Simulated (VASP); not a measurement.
# C (Fd-3m) in VASP: notebook

The runs below take C through G0W0 quasiparticle levels, band structure, with PBE, B3LYP.

All numbers are computed with VASP 6.6.1; they aren't measurements. Logs are shortened: lines on timing, memory, paths and dates and some standing lists are left out, and cuts for length are marked.

## (1) Starting point

It takes space group Fd-3m (No. 227, cubic). Conventional cell: a = 3.567 Å, b = 3.567 Å, c = 3.567 Å, α = 90.00°, β = 90.00°, γ = 90.00°. C (site symmetry -43m) is surrounded by 4 C at 1.54 Å.

This isn't the form of C at room conditions, which is graphite.

## (2) G0W0 quasiparticle levels, PBE

File POSCAR:

```
C
1.0
    0.0000000000      1.7833700000      1.7833700000
    1.7833700000      0.0000000000      1.7833700000
    1.7833700000      1.7833700000      0.0000000000
C
2
Direct
    0.7500000000      0.7500000000      0.7500000000
    0.5000000000      0.5000000000      0.5000000000
```

File INCAR.step1:

```
PREC = Accurate ; ENCUT = 450
EDIFF = 1E-8 ; ISMEAR = 0
SIGMA = 0.01 ; LREAL = False
LASPH = True ; NELM = 100
ALGO = Normal ; LWAVE = True
LCHARG = False ; GGA = PE
```

File INCAR.step2:

```
PREC = Accurate ; ENCUT = 450
EDIFF = 1E-8 ; ISMEAR = 0
SIGMA = 0.01 ; LREAL = False
LASPH = True ; NELM = 1
ALGO = Exact ; LWAVE = True
LCHARG = False ; GGA = PE
NBANDS = 17 ; LOPTICS = True
ISTART = 1
```

File INCAR.step3:

```
PREC = Accurate ; ENCUT = 450
EDIFF = 1E-8 ; ISMEAR = 0
SIGMA = 0.01 ; LREAL = False
LASPH = True ; ALGO = EVGW0
LWAVE = False ; LCHARG = False
GGA = PE ; NELMGW = 1
NBANDS = 17 ; ENCUTGW = 100
NOMEGA = 48 ; PRECFOCK = Fast
ISTART = 1 ; NBANDSGW = 12
```

File KPOINTS:

```
Automatic mesh
0
Gamma
  5 5 5
```

Potentials or basis: VASP PAW PBE potentials, release 64 (C_GW).

The run is started by

```sh
$ cat potpaw_PBE.64/C_GW/POTCAR > POTCAR
$ cp INCAR.step1 INCAR
$ mpirun -np 1 vasp_std > vasp.out
$ cp INCAR.step2 INCAR
$ mpirun -np 1 vasp_std > vasp.out
$ cp INCAR.step3 INCAR
$ mpirun -np 1 vasp_std > vasp.out
```

OUTCAR:

```text
PREC = Accurate
   ENCUT = 450
   EDIFF = 1E-8
   ISMEAR = 0
   LREAL = False
   LASPH = True
   GGA = PE
   NELMGW = 1
   ENCUTGW = 100
   PRECFOCK = Fast
   ISTART = 1

 Found     10 irreducible k-points:

 Following reciprocal coordinates:
            Coordinates               Weight
  0.000000  0.000000  0.000000      1.000000
  0.200000  0.000000  0.000000      8.000000
  0.400000  0.000000  0.000000      8.000000
  0.200000  0.200000  0.000000      6.000000
  0.400000  0.200000  0.000000     24.000000
 -0.400000  0.200000  0.000000     24.000000
   k-points           NKPTS =     10   k-points in BZ     NKDIM =    125   number of bands    NBANDS=     17
   number of dos      NEDOS =    301   number of ions     NIONS =      2
   total plane-waves  NPLWV =   5832
   dimension x,y,z NGX =    18 NGY =   18 NGZ =   18
   dimension x,y,z NGXF=    36 NGYF=   36 NGZF=   36
   ions per type =               2
   NGX,Y,Z   is equivalent  to a cutoff of  11.86, 11.86, 11.86 a.u.
   NGXF,Y,Z  is equivalent  to a cutoff of  23.73, 23.73, 23.73 a.u.
 SYSTEM =  unknown system
   PREC   = accura    normal or accurate (medium, high low for compatibility)
   ISTART =      1    job   : 0-new  1-cont  2-samecut
   ICHARG =      0    charge: 1-file 2-atom 10-const
   ISPIN  =      1    spin polarized calculation?
   LNONCOLLINEAR =      F non collinear calculations
   LSORBIT =      F    spin-orbit coupling
   LASPH  =      T    aspherical Exc in radial PAW
   ENCUT  =  450.0 eV  33.07 Ry    5.75 a.u.   4.36  4.36  4.36*2*pi/ulx,y,z
   NELM   =     60;   NELMIN=  2; NELMDL=  0     # of ELM steps
   EDIFF  = 0.1E-07   stopping-criterion for ELM
   LREAL  =      F    real-space projection
   EDIFFG = 0.1E-06   stopping-criterion for IOM
   NSW    =      0    number of steps for IOM
   IBRION =     -1    ionic relax: 0-MD 1-quasi-New 2-CG
   NFREE  =      0    steps in history (QN), initial steepest desc. (CG)
   ISIF   =      0    stress and relaxation
   ISYM   =      3    0-nonsym 1-usesym 2-fastsym
   POTIM  = 0.5000    time-step for ionic-motion
   TEBEG  =    0.0;   TEEND  =   0.0 temperature during run
   PSTRESS=    0.0 pullay stress
   NELECT =       8.0000    total number of electrons
   NUPDOWN=      -1.0000    fix difference up-down
   EMIN   =  10.00;   EMAX   =-10.00  energy-range for DOS
   EFERMI =   0.00;   METHOD = LEGACY
   ISMEAR =     0;   SIGMA  =   0.01  broadening in eV -4-tet -1-fermi 0-gaus
   EFERMI_NEDOS =   21; number of points for ismear=-14 and -15
   IALGO  =     38    algorithm
   IMIX   =      4    mixing-type and parameters
     AMIX     =   0.40;   BMIX     =  1.00
     AMIX_MAG =   1.60;   BMIX_MAG =  1.00
  volume/ion in A,a.u.               =       5.67        38.28
  Fermi-wavevector in a.u.,A,eV,Ry     =   1.457203  2.753714 28.891161  2.123440
  Thomas-Fermi vector in A             =   2.574032
   LORBIT       =      0    0 simple, 1 ext, 2 COOP (PROOUT), +10 PAW based schemes
   GGA     = PE    functional components
   LHFCALC =     T    Hartree Fock is set to
   PRECFOCK=fast      Normal, Fast or Accurate (Low or Medium for compatibility)
   ENCUT4O =  -1.0   cutoff for four orbital integrals eV
   NKREDX  =     1    reduce k-point grid by
   NKREDY  =     1    reduce k-point grid by
   NKREDZ  =     1    reduce k-point grid by
   AEXX    =    1.0000 exact exchange contribution
   HFSCREEN=    0.0000 screening length (either q_TF or 0.3 A-1)
   HFSCREENC=   0.0000 screening length for correlation (either q_TF or 0.3 A-1)
   ENCUTFOCK=  -1.0 apply spherical cutoff to Coloumb kernel
   IVDW    =     0    specifies the selected vdW correction
   LEPSILON=     F    determine dielectric tensor
   LRPA    =     F    only Hartree local field effects (RPA)
   LRPAFORCE           =     F    calculate RPA forces
   ENCUTGW             = 100.0    cutoff for response function in eV
   ENCUTGWSOFT         =  80.0    soft cutoff for Coulomb kernel in GW response function in eV
   ENCUTLF             =  -1.0    cutoff for local field effects
   NELMGW              =     1    number of iterations in solving QP/BSE equation
   NELMHF              =     1    number of iterations in the inner HF iteration
   NKREDLFX            =     1    NKREDLFY  =   1   NKREDLFZ  =   1
 non-spin polarized calculation
 Gauss-broadening in eV      SIGMA  =   0.01
  energy-cutoff  :      450.00
  volume of cell :       11.34
 maximum number of plane-waves:       259
 NGX is ok and might be reduce to    18
  NGX = 12; NGY = 12; NGZ = 12
   NGX =  9   NGY =  9   NGZ =  9
 maximum number of plane-waves:        29
 NGX is ok and might be reduce to    10

 QP shifts <psi_nk| G(iteration)W_0 |psi_nk>: iteration 1
 for sc-GW calculations column KS-energies equals QP-energies in previous step
 and V_xc(KS)=  KS-energies - (<T + V_ion + V_H > + <T+V_H+V_ion>^1  + <V_x>^1)

 k-point   1 :       0.0000    0.0000    0.0000
  band No.  KS-energies  QP-energies   sigma(KS)   V_xc(KS)     V^pw_x(r,r')   Z            occupation Imag(sigma)

      1     -11.7054     -12.9157     -16.3624     -14.7739     -25.4185       0.7619       2.0000       1.5876
      2       9.7719       9.9548     -16.5770     -16.7975     -19.2942       0.8294       2.0000       0.0863
      3       9.7719       9.9548     -16.5770     -16.7975     -19.2942       0.8294       2.0000       0.0863
      4       9.7719       9.9548     -16.5770     -16.7975     -19.2942       0.8294       2.0000       0.0863
      5      15.3624      17.1904     -13.3085     -15.5195      -9.2409       0.8268       0.0000      -0.1025
      6      15.3624      17.1904     -13.3085     -15.5195      -9.2409       0.8268       0.0000      -0.1025
      7      15.3624      17.1904     -13.3085     -15.5195      -9.2409       0.8268       0.0000      -0.1025
      8      23.0915      24.9710     -13.9701     -16.3828      -7.7610       0.7790       0.0000      -0.2463
      9      29.0649      30.1055     -10.5730     -11.8580      -4.3201       0.8099       0.0000      -0.4142
     10      36.3037      38.5394     -11.2240     -13.8787      -5.8898       0.8422       0.0000      -0.5946
     11      36.3037      38.5394     -11.2240     -13.8787      -5.8898       0.8422       0.0000      -0.5946
     12      37.3064      38.7686      -9.7444     -11.5041      -3.2555       0.8310       0.0000      -1.0236

 k-point   2 :       0.2000    0.0000    0.0000
  band No.  KS-energies  QP-energies   sigma(KS)   V_xc(KS)     V^pw_x(r,r')   Z            occupation Imag(sigma)

      1     -10.6038     -11.7385     -16.3503     -14.8535     -25.1430       0.7581       2.0000       1.4154
      2       4.8975       4.5679     -16.2965     -15.8894     -20.1198       0.8095       2.0000       0.1397
      3       8.4515       8.5107     -16.4564     -16.5281     -19.4281       0.8256       2.0000       0.0961
      4       8.4515       8.5107     -16.4564     -16.5281     -19.4281       0.8256       2.0000       0.0961
      5      17.0805      19.0357     -13.3524     -15.7367      -8.9115       0.8201       0.0000      -0.1194
      6      17.0805      19.0357     -13.3524     -15.7367      -8.9115       0.8201       0.0000      -0.1194
      7      17.5115      19.3109     -13.5249     -15.7204      -9.0468       0.8196       0.0000      -0.1232
      8      23.9914      25.9835     -13.4717     -16.0299      -7.1121       0.7787       0.0000      -0.2748
      9      30.2789      31.5771     -10.8292     -12.4427      -4.3039       0.8046       0.0000      -0.4846
     10      32.2645      33.9634     -10.6340     -12.6659      -5.1277       0.8361       0.0000      -0.5016
     11      32.2645      33.9634     -10.6340     -12.6659      -5.1277       0.8361       0.0000      -0.5016
     12      35.3927      36.7794     -10.2218     -11.9219      -3.5532       0.8156       0.0000      -0.8385

 k-point   3 :       0.4000    0.0000    0.0000
  band No.  KS-energies  QP-energies   sigma(KS)   V_xc(KS)     V^pw_x(r,r')   Z            occupation Imag(sigma)

      1      -7.4404      -8.4236     -16.4905     -15.1870     -24.4697       0.7543       2.0000       0.9677
      2      -1.6392      -2.4021     -16.0985     -15.1021     -21.9508       0.7656       2.0000       0.3510
      3       7.1517       7.0624     -16.5334     -16.4244     -19.9244       0.8196       2.0000       0.1107
      4       7.1517       7.0624     -16.5334     -16.4244     -19.9244       0.8196       2.0000       0.1107
      5      18.1934      20.1461     -12.8925     -15.2736      -8.1406       0.8201       0.0000      -0.1314
      6      18.1934      20.1461     -12.8925     -15.2736      -8.1406       0.8201       0.0000      -0.1314
      7      18.5183      20.1859     -13.6015     -15.6476      -8.7615       0.8150       0.0000      -0.1388
      8      25.3294      27.2196     -11.9822     -14.3962      -5.4441       0.7830       0.0000      -0.3115
      9      31.1061      32.7255     -11.4197     -13.4564      -4.6852       0.7951       0.0000      -0.5343
     10      34.3012      36.2257     -11.0968     -13.4347      -4.9096       0.8232       0.0000      -0.7126
     11      34.3012      36.2257     -11.0968     -13.4347      -4.9096       0.8232       0.0000      -0.7126
     12      34.6007      36.4143     -11.5298     -13.8236      -4.2528       0.7907       0.0000      -0.8326

 k-point   4 :       0.2000    0.2000    0.0000
  band No.  KS-energies  QP-energies   sigma(KS)   V_xc(KS)     V^pw_x(r,r')   Z            occupation Imag(sigma)

      1     -10.2378     -11.3516     -16.3489     -14.8788     -25.0483       0.7576       2.0000       1.3650
      2       6.5493       6.4176     -16.2604     -16.0994     -19.6293       0.8175       2.0000       0.1147
      3       6.5493       6.4176     -16.2604     -16.0994     -19.6293       0.8175       2.0000       0.1147
      4       6.6884       6.4875     -16.8393     -16.5931     -20.4359       0.8157       2.0000       0.1191
      5      14.4944      16.0504     -12.9728     -14.8441      -8.9659       0.8315       0.0000      -0.0983
      6      19.8173      21.9879     -13.5597     -16.2487      -8.5282       0.8072       0.0000      -0.1569
      7      19.8173      21.9879     -13.5597     -16.2487      -8.5282       0.8072       0.0000      -0.1569
      8      21.6008      23.2429     -12.2349     -14.2705      -6.7027       0.8067       0.0000      -0.1853
      9      29.4969      31.2717     -12.1743     -14.3770      -5.9986       0.8057       0.0000      -0.4694
     10      31.1755      32.6324     -11.0300     -12.8527      -4.3089       0.7993       0.0000      -0.5356
     11      38.1758      40.4664     -11.1599     -13.8888      -5.6069       0.8394       0.0000      -0.7728
     12      40.6805      42.4220      -9.5874     -11.6620      -3.0912       0.8394       0.0000      -1.2858

 k-point   5 :       0.4000    0.2000    0.0000
  band No.  KS-energies  QP-energies   sigma(KS)   V_xc(KS)     V^pw_x(r,r')   Z            occupation Imag(sigma)

      1      -7.7434      -8.7348     -16.4142     -15.1014     -24.4547       0.7552       2.0000       1.0016
      2       0.9795       0.3340     -16.4147     -15.5903     -21.5161       0.7831       2.0000       0.2339
      3       5.0712       4.7462     -16.4276     -16.0264     -20.2814       0.8103       2.0000       0.1366
      4       5.3757       5.1172     -16.3259     -16.0081     -20.0758       0.8134       2.0000       0.1306
      5      15.8677      17.4236     -12.6615     -14.5385      -8.3190       0.8289       0.0000      -0.1109
      6      21.0020      22.6702     -12.1079     -14.1622      -6.7437       0.8121       0.0000      -0.1751
      7      21.5619      23.7938     -13.2799     -16.0710      -7.7529       0.7997       0.0000      -0.1915
      8      21.6380      23.7275     -13.4221     -16.0349      -7.9180       0.7997       0.0000      -0.1913
      9      31.1686      33.1425     -12.0581     -14.5562      -5.1454       0.7901       0.0000      -0.5887
     10      31.9563      33.8876     -12.1521     -14.5951      -5.1439       0.7906       0.0000      -0.6508
     11      37.8906      39.9766     -10.9666     -13.5049      -4.6368       0.8218       0.0000      -0.9153
     12      39.3008      40.9110      -9.9512     -11.9069      -3.4058       0.8233       0.0000      -1.0052

 k-point   6 :      -0.4000    0.2000    0.0000
  band No.  KS-energies  QP-energies   sigma(KS)   V_xc(KS)     V^pw_x(r,r')   Z            occupation Imag(sigma)

      1      -5.3368      -6.2524     -16.7943     -15.5778     -24.2369       0.7527       2.0000       0.7172
      2      -2.4104      -3.2001     -15.9588     -14.9240     -22.0028       0.7631       2.0000       0.3914
      3       3.4028       2.9350     -16.3051     -15.7200     -20.5883       0.7994       2.0000       0.1645
      4       5.9352       5.7233     -16.4256     -16.1658     -20.0873       0.8154       2.0000       0.1235
      5      17.0169      18.5785     -12.3817     -14.2652      -7.8289       0.8291       0.0000      -0.1189
      6      20.6241      22.7857     -13.0683     -15.7534      -7.6697       0.8050       0.0000      -0.1766
      7      21.7915      23.7732     -13.4653     -15.9474      -7.8885       0.7984       0.0000      -0.1977
      8      25.0014      27.1765     -12.8906     -15.6852      -6.3076       0.7783       0.0000      -0.3167
      9      28.4789      30.1914     -11.6123     -13.7434      -5.4933       0.8036       0.0000      -0.3716
     10      33.5675      35.4182     -11.0117     -13.2437      -5.1082       0.8292       0.0000      -0.6273
     11      34.4637      36.5756     -12.2271     -14.9336      -4.6411       0.7803       0.0000      -0.8591
     12      39.6460      41.3527     -10.1583     -12.2195      -3.7403       0.8280       0.0000      -1.0359

 [... further k-points ...]
```

Run time: 9.4 s. Hardware: 1 thread of AMD EPYC 9R45 (Zen 5), shared host; peak memory 0.09 GiB.

The run converged, but some of its settings lie outside the range that counts as converged, so its numbers aren't taken as properties of the crystal.

What came out:

```yaml
Band_gap_on_the_k_mesh_mean-field_level: 4.17 eV, indirect (least direct gap 5.59 eV)
Quasiparticle_gap: 5.25 eV
Least_direct_quasiparticle_gap: 7.24 eV
```

Caveat: the k mesh is coarse (spacing up to 0.61 Å⁻¹), so the values aren't converged; bands, screening cutoff and mesh are small and nothing is extrapolated, so the quasiparticle values aren't converged; an odd mesh through Γ misses points on the zone boundary, where band edges often lie.

(Continued in part 2 of 2.)
